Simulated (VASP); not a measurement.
# Sb (I4/mmm) in VASP: further runs

One crystal, Sb, is run at these levels: r2SCAN; tasks: single point.

Everything below comes from runs of VASP 6.6.1. Logs are shortened: lines on timing, memory, paths and dates and some standing lists are left out, and cuts for length are marked.

## Step 1: Starting point

The structure is tetragonal, space group I4/mmm (No. 139). Conventional cell: a = 3.153 Å, b = 3.153 Å, c = 5.424 Å, α = 90.00°, β = 90.00°, γ = 90.00°. Sb (site symmetry 4/mmm) has 12 Sb at 3.15 to 3.51 Å as nearest neighbours.

This isn't the form of Sb at room conditions, which is rhombohedral.

## Step 2: Single point, r2SCAN

Input file INCAR:

```
SYSTEM = Sb
PREC = Accurate
ENCUT = 300
EDIFF = 1E-6
ISMEAR = 0
SIGMA = 0.1
LREAL = .FALSE.
LASPH = .TRUE.
NELM = 100
ALGO = Normal
ISIF = 2
LWAVE = .FALSE.
LCHARG = .FALSE.
METAGGA = R2SCAN
LMIXTAU = .TRUE.
ADDGRID = .FALSE.
```

Input file KPOINTS:

```
regular mesh
0
G
  11 11 11
  0 0 0
```

Input file POSCAR:

```
Sb
1.0
   -1.5638750000      1.6131910000      2.7402030000
    1.6104090000     -1.5604430000      2.7365900000
    1.5281950000      1.5247630000     -2.7095380000
Sb
1
Direct
    0.0004760000      0.0218010000      0.0165680000
```

Potentials or basis: VASP PAW PBE potentials, release 64 (Sb).

Command:

```
cat potpaw_PBE.64/Sb/POTCAR > POTCAR
mpirun -np 1 vasp_std > vasp.out
```

OUTCAR:

```text
SYSTEM = Sb
   PREC = Accurate
   ENCUT = 300
   EDIFF = 1E-6
   ISMEAR = 0
   LREAL = .FALSE.
   LASPH = .TRUE.
   NELM = 100
   ISIF = 2
   METAGGA = R2SCAN

 Found    666 irreducible k-points:

 Following reciprocal coordinates:
            Coordinates               Weight
  0.000000  0.000000  0.000000      1.000000
  0.090909  0.000000  0.000000      2.000000
  0.181818 -0.000000  0.000000      2.000000
  0.272727  0.000000 -0.000000      2.000000
  0.363636 -0.000000  0.000000      2.000000
  0.454545  0.000000 -0.000000      2.000000
   k-points           NKPTS =    666   k-points in BZ     NKDIM =    666   number of bands    NBANDS=      6
   number of dos      NEDOS =    301   number of ions     NIONS =      1
   total plane-waves  NPLWV =   8000
   dimension x,y,z NGX =    20 NGY =   20 NGZ =   20
   dimension x,y,z NGXF=    40 NGYF=   40 NGZF=   40
   ions per type =               1
   NGX,Y,Z   is equivalent  to a cutoff of   9.38,  9.40,  9.60 a.u.
   NGXF,Y,Z  is equivalent  to a cutoff of  18.77, 18.80, 19.19 a.u.
 SYSTEM =  Sb
   PREC   = accura    normal or accurate (medium, high low for compatibility)
   ISTART =      0    job   : 0-new  1-cont  2-samecut
   ICHARG =      2    charge: 1-file 2-atom 10-const
   ISPIN  =      1    spin polarized calculation?
   LNONCOLLINEAR =      F non collinear calculations
   LSORBIT =      F    spin-orbit coupling
   LASPH  =      T    aspherical Exc in radial PAW
   ENCUT  =  300.0 eV  22.05 Ry    4.70 a.u.   5.00  5.00  4.89*2*pi/ulx,y,z
   NELM   =    100;   NELMIN=  2; NELMDL= -5     # of ELM steps
   EDIFF  = 0.1E-05   stopping-criterion for ELM
   LREAL  =      F    real-space projection
   EDIFFG = 0.1E-04   stopping-criterion for IOM
   NSW    =      0    number of steps for IOM
   IBRION =     -1    ionic relax: 0-MD 1-quasi-New 2-CG
   NFREE  =      0    steps in history (QN), initial steepest desc. (CG)
   ISIF   =      2    stress and relaxation
   ISYM   =      2    0-nonsym 1-usesym 2-fastsym
   POTIM  = 0.5000    time-step for ionic-motion
   TEBEG  =    0.0;   TEEND  =   0.0 temperature during run
   PSTRESS=    0.0 pullay stress
   NELECT =       5.0000    total number of electrons
   NUPDOWN=      -1.0000    fix difference up-down
   EMIN   =  10.00;   EMAX   =-10.00  energy-range for DOS
   EFERMI =   0.00;   METHOD = LEGACY
   ISMEAR =     0;   SIGMA  =   0.10  broadening in eV -4-tet -1-fermi 0-gaus
   EFERMI_NEDOS =   21; number of points for ismear=-14 and -15
   IALGO  =     38    algorithm
   IMIX   =      4    mixing-type and parameters
     AMIX     =   0.40;   BMIX     =  1.00
     AMIX_MAG =   1.60;   BMIX_MAG =  1.00
  volume/ion in A,a.u.               =      26.96       181.95
  Fermi-wavevector in a.u.,A,eV,Ry     =   0.933573  1.764197 11.858272  0.871558
  Thomas-Fermi vector in A             =   2.060288
   LORBIT       =      0    0 simple, 1 ext, 2 COOP (PROOUT), +10 PAW based schemes
   METAGGA = R2SCAN    functional components
   LHFCALC =     F    Hartree Fock is set to
   AEXX    =    0.0000 exact exchange contribution
   IVDW    =     0    specifies the selected vdW correction
   LEPSILON=     F    determine dielectric tensor
   LRPA    =     F    only Hartree local field effects (RPA)
 non-spin polarized calculation
 Gauss-broadening in eV      SIGMA  =   0.10
  energy-cutoff  :      300.00
  volume of cell :       26.96
 maximum number of plane-waves:       334
   NGX = 11   NGY =  9   NGZ =  9

 number of electron       5.0000000 magnetization

 Free energy of the ion-electron system (eV)
  ---------------------------------------------------
  ext. energy  EPLUGINS =         0.00000000
  ---------------------------------------------------
  free energy    TOTEN  =       -25.26330521 eV

  energy without entropy =      -25.25910907  energy(sigma->0) =      -25.26120714

 E-fermi :   8.4740     XC(G=0): -10.7822

 val. band max:        8.4644946159   @ k =   0.0000   0.1818   0.4545
 cond. band min:       8.4764637311   @ k =   0.1818   0.1818   0.0000
 fundamental gap:      0.0119691152
 Fermi energy:         8.4739587697

 k-point     1 :       0.0000    0.0000    0.0000
  band No.  band energies     occupation
      1      -5.1371      2.00000
      2      13.1638      0.00000
      3      14.1975      0.00000
      4      14.2507      0.00000
      5      18.1060      0.00000
      6      19.3459      0.00000

 k-point     2 :       0.0909    0.0000    0.0000
  band No.  band energies     occupation
      1      -4.9645      2.00000
      2      12.2738      0.00000
      3      13.2023      0.00000
      4      14.1964      0.00000
      5      18.1381      0.00000
      6      18.6120      0.00000

 k-point     3 :       0.1818   -0.0000    0.0000
  band No.  band energies     occupation
      1      -4.4500      2.00000
      2       9.6609      0.00000
      3      12.2512      0.00000
      4      14.1684      0.00000
      5      16.9128      0.00000
      6      18.6034      0.00000

 k-point     4 :       0.2727    0.0000   -0.0000
  band No.  band energies     occupation
      1      -3.6084      2.00000
      2       6.8984      2.00000
      3      11.4055      0.00000
      4      14.1900      0.00000
      5      16.0090      0.00000
      6      18.5993      0.00000

 k-point     5 :       0.3636   -0.0000    0.0000
  band No.  band energies     occupation
      1      -2.4951      2.00000
      2       4.4269      2.00000
      3      10.7697      0.00000
      4      14.2671      0.00000
      5      15.4202      0.00000
      6      18.8010      0.00000

 k-point     6 :       0.4545    0.0000   -0.0000
  band No.  band energies     occupation
      1      -1.3822      2.00000
      2       2.6179      2.00000
      3      10.4328      0.00000
      4      14.3429      0.00000
      5      15.1296      0.00000
      6      19.1237      0.00000

 [... further k-points ...]

------------------------ aborting loop because EDIFF is reached ----------------------------------------

  FORCE on cell =-STRESS in cart. coord.  units (eV):
  Direction    XX          YY          ZZ          XY          YZ          ZX
  --------------------------------------------------------------------------------------
  -------------------------------------------------------------------------------------
  Total        0.1373504      0.1402710      0.2326656     -0.0318451      0.0145321     -0.0109948
  in kB        8.1618880      8.3354440     13.8258843     -1.8923570      0.8635541     -0.6533558
  external PRESSURE =      10.1077388 kB  Pullay stress =       0.0000000 kB

 VOLUME and BASIS-vectors are now :
 -----------------------------------------------------------------------------
  energy-cutoff  :      300.00
  volume of cell :       26.96
      direct lattice vectors                 reciprocal lattice vectors
    -1.563875000  1.613191000  2.740203000     0.002055809  0.316948054  0.179518554
     1.610409000 -1.560443000  2.736590000     0.317083613  0.001847581  0.179876686
     1.528195000  1.524763000 -2.709538000     0.322328449  0.322401118 -0.005843793

 POSITION                                       TOTAL-FORCE (eV/Angst)
 -----------------------------------------------------------------------------------
      0.05968     -0.00799      0.01607         0.000000     -0.000000      0.000000
 -----------------------------------------------------------------------------------
    total drift:                                0.000001      0.000001     -0.000001

  FREE ENERGIE OF THE ION-ELECTRON SYSTEM (eV)
  ---------------------------------------------------
  free  energy   TOTEN  =       -25.2633052076 eV

  energy  without entropy=      -25.2591090667  energy(sigma->0) =      -25.26120714
```

Wall time 90 s (1 thread of Intel Xeon 6975P-C (Granite Rapids), shared host); peak memory 0.17 GiB.

The run converged, but some of its settings lie outside the range that counts as converged, so its numbers aren't taken as properties of the crystal.

What came out:

| Property | Result |
| --- | --- |
| Free energy | -25.2633 eV |
| Pressure | 1.0 GPa |
| Band gap on the k mesh | none (metal or under the smearing width) |

Caveat: the PAW data sets were made with another functional, which shifts forces and pressure a little.

## Step 3: Single point, r2SCAN

INCAR: that of step 2 with these lines changed.

```diff
@@ -2,3 +2,3 @@
 PREC = Accurate
-ENCUT = 300
+ENCUT = 500
 EDIFF = 1E-6
```

Input file KPOINTS:

```
regular mesh
0
G
  9 9 9
  0 0 0
```

Input file POSCAR:

```
Sb
1.0
   -1.5765401831      1.5765401831      2.7119384313
    1.5765401831     -1.5765401831      2.7119384313
    1.5765401831      1.5765401831     -2.7119384313
Sb
1
Direct
    0.0000000000      0.0000000000      0.0000000000
```

Potentials or basis: VASP PAW PBE potentials, release 64 (Sb).

Command:

```
cat potpaw_PBE.64/Sb/POTCAR > POTCAR
mpirun -np 1 vasp_std > vasp.out
```

OUTCAR:

```text
SYSTEM = Sb
   PREC = Accurate
   ENCUT = 500
   EDIFF = 1E-6
   ISMEAR = 0
   LREAL = .FALSE.
   LASPH = .TRUE.
   NELM = 100
   ISIF = 2
   METAGGA = R2SCAN

 Found     75 irreducible k-points:

 Following reciprocal coordinates:
            Coordinates               Weight
  0.000000  0.000000  0.000000      1.000000
  0.111111  0.000000 -0.000000      8.000000
  0.222222  0.000000  0.000000      8.000000
  0.333333  0.000000  0.000000      8.000000
  0.444444  0.000000  0.000000      8.000000
  0.111111  0.111111 -0.000000      8.000000
   k-points           NKPTS =     75   k-points in BZ     NKDIM =     75   number of bands    NBANDS=      6
[... 131 lines left out ...]

  FORCE on cell =-STRESS in cart. coord.  units (eV):
  Direction    XX          YY          ZZ          XY          YZ          ZX
  --------------------------------------------------------------------------------------
  -------------------------------------------------------------------------------------
  Total        0.0565783      0.0565783      0.4988172      0.0000000     -0.0000000      0.0000000
  in kB        3.3621024      3.3621024     29.6416298      0.0000000     -0.0000000      0.0000000
  external PRESSURE =      12.1219448 kB  Pullay stress =       0.0000000 kB

 VOLUME and BASIS-vectors are now :
 -----------------------------------------------------------------------------
  energy-cutoff  :      500.00
  volume of cell :       26.96
      direct lattice vectors                 reciprocal lattice vectors
    -1.576540183  1.576540183  2.711938431     0.000000000  0.317150178  0.184369967
     1.576540183 -1.576540183  2.711938431     0.317150178  0.000000000  0.184369967
     1.576540183  1.576540183 -2.711938431     0.317150178  0.317150178  0.000000000

 POSITION                                       TOTAL-FORCE (eV/Angst)
 -----------------------------------------------------------------------------------
      0.00000      0.00000      0.00000        -0.000000      0.000000      0.000000
 -----------------------------------------------------------------------------------
    total drift:                                0.000000     -0.000000      0.000000

  FREE ENERGIE OF THE ION-ELECTRON SYSTEM (eV)
  ---------------------------------------------------
  free  energy   TOTEN  =       -25.2824820043 eV

  energy  without entropy=      -25.2783580658  energy(sigma->0) =      -25.28042004
```

OSZICAR:

```text
N       E                     dE             d eps       ncg     rms          rms(c)
DAV:   1    -0.125870729024E+02   -0.12587E+02   -0.16844E+03   906   0.549E+02
DAV:   2    -0.257189186726E+02   -0.13132E+02   -0.12411E+02  1368   0.781E+01
DAV:   3    -0.259001930852E+02   -0.18127E+00   -0.18073E+00  1014   0.105E+01
DAV:   4    -0.259009228697E+02   -0.72978E-03   -0.72977E-03  1296   0.889E-01
DAV:   5    -0.259009254213E+02   -0.25516E-05   -0.25518E-05  1104   0.349E-02    0.151E+00
DAV:   6    -0.251658062555E+02    0.73512E+00   -0.12400E-01   996   0.347E+00    0.976E-01
DAV:   7    -0.253469547456E+02   -0.18115E+00   -0.10895E-01   906   0.306E+00    0.154E-01
DAV:   8    -0.252821910938E+02    0.64764E-01   -0.58856E-02   972   0.232E+00    0.730E-02
DAV:   9    -0.252809309845E+02    0.12601E-02   -0.57402E-04  1140   0.237E-01    0.915E-02
DAV:  10    -0.252807130035E+02    0.21798E-03   -0.18475E-03   918   0.407E-01    0.410E-02
DAV:  11    -0.252819762652E+02   -0.12633E-02   -0.94783E-04   972   0.368E-01    0.404E-02
DAV:  12    -0.252822395536E+02   -0.26329E-03   -0.11867E-04   936   0.116E-01    0.288E-02
DAV:  13    -0.252822531567E+02   -0.13603E-04   -0.36522E-06  1230   0.191E-02    0.284E-02
DAV:  14    -0.252822413702E+02    0.11786E-04   -0.13296E-06   918   0.121E-02    0.270E-02
DAV:  15    -0.252824722172E+02   -0.23085E-03   -0.19484E-04   906   0.177E-01    0.660E-03
DAV:  16    -0.252824817899E+02   -0.95727E-05   -0.10179E-05  1140   0.312E-02    0.666E-03
DAV:  17    -0.252824820043E+02   -0.21440E-06   -0.38092E-07   486   0.676E-03
   1 F= -.25282482E+02 E0= -.25280420E+02  d E =-.412394E-02
```

stdout:

```text
POSCAR found type information on POSCAR Sb
 POSCAR found :  1 types and       1 ions
 scaLAPACK will be used
 -----------------------------------------------------------------------------
|                                                                             |
|                                                                             |
|     You enforced a specific xc type in the INCAR file but a different       |
|     I HOPE YOU KNOW WHAT YOU ARE DOING!                                     |
|                                                                             |
 -----------------------------------------------------------------------------

 LDA part: xc-table for (None), standard interpolation
 POSCAR, INCAR and KPOINTS ok, starting setup
 FFT: planning ... GRIDC
 FFT: planning ... GRID_SOFT
 FFT: planning ... GRID
 WAVECAR not read
 entering main loop
```

Wall time 33 s (1 thread of Intel Xeon 6975P-C (Granite Rapids), shared host); peak memory 0.17 GiB.

These settings aren't checked as converged: the numbers below hold their error.

What came out:

```
Free energy            : -25.2825 eV
Pressure               : 1.2 GPa
Band gap on the k mesh : none (metal or under the smearing width)
```

Caveat: the PAW data sets were made with another functional, which shifts forces and pressure a little.
